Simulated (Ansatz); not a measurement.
Point defect: Ge vacancy in GeS

The calculation used Ansatz 0.2.0, DFT PBE, scalar-relativistic, plane waves, PAW. Run with 420 eV cutoff, 2×2×2 k-mesh, shifted by half a step, Gaussian smearing of 0.01 eV, collinear spin.

Host crystal, relaxed:

```
Ge S
1.0
    10.78541    0.00000    0.00000
     0.00000    3.66482    0.00000
     0.00000    0.00000    4.45824
Ge S
4 4
Direct
  0.87403 0.25000 0.36452
  0.12597 0.75000 0.63548
  0.62597 0.75000 0.86452
  0.37403 0.25000 0.13548
  0.65293 0.25000 0.50257
  0.34707 0.75000 0.49743
  0.84707 0.75000 0.00257
  0.15293 0.25000 0.99743
```

Supercell of 32 atoms, rows in host cell vectors: 0 2 -1; 0 -2 -1; -1 0 0. Atoms relax at the host's cell from a start displaced at random by 0.05 Å near the defect, so other minima may exist. The cell is small, so energies carry finite-size errors of tenths of an eV. The host's Kohn–Sham gap is 1.24 eV. Atoms are taken from and returned to the elements' standard states. Charged cells are corrected for image charges with the computed static dielectric tensor (mean 19.2) and aligned with the host's potential at far atoms (alignment terms reach 1.03 eV; the program doubts the alignment in some charges, where it is up to 1.03 eV). No band-filling term is added, and the Fermi level counts from the host's valence band top.

Starting moments were lost in some runs.

Defect: Ge vacancy set at (0.874, 0.250, 0.365) of the host cell. Before relaxation its nearest neighbours are 3 S at 2.46 Å.

```json
{"charge": "0", "E_f at the valence band top (eV)": "1.84", "over the neutral state (eV)": "0.00", "moment (μB)": "1.00", "largest move (Å)": "0.24", "atoms near the site": "1 S at 2.42 Å, 1 S at 2.48 Å, 1 S at 2.50 Å"}
{"charge": "-1", "E_f at the valence band top (eV)": "1.75", "over the neutral state (eV)": "-0.09", "moment (μB)": "0.00", "largest move (Å)": "0.20", "atoms near the site": "1 S at 2.45 Å, 2 S at 2.52 Å"}
{"charge": "-2", "E_f at the valence band top (eV)": "1.85", "over the neutral state (eV)": "0.01", "moment (μB)": "0.00", "largest move (Å)": "0.25", "atoms near the site": "1 S at 2.57 Å, 1 S at 2.58 Å, 1 S at 2.62 Å"}
{"charge": "-3", "E_f at the valence band top (eV)": "3.55", "over the neutral state (eV)": "1.71", "moment (μB)": "0.00", "largest move (Å)": "0.24", "atoms near the site": "2 S at 2.56 Å, 1 S at 2.58 Å"}
```

Among the charges computed the stable one is -1 at the valence band top, changing to -2 at 0.10 eV. In charge 0, -3 the extra carrier would gain by moving to a band edge of the host, so it isn't bound in the gap, though by less than the errors named above. In charge 0, -1, -3 the cell has partly filled bands: a level of the defect may be part filled, the carrier may sit in the host's bands, or levels may cross between the k points, so transitions that involve it are doubtful. Without the alignment that the program doubts, the level (-2/-3) would lie at 0.67 eV, inside the gap, so these runs don't decide whether the defect changes charge there.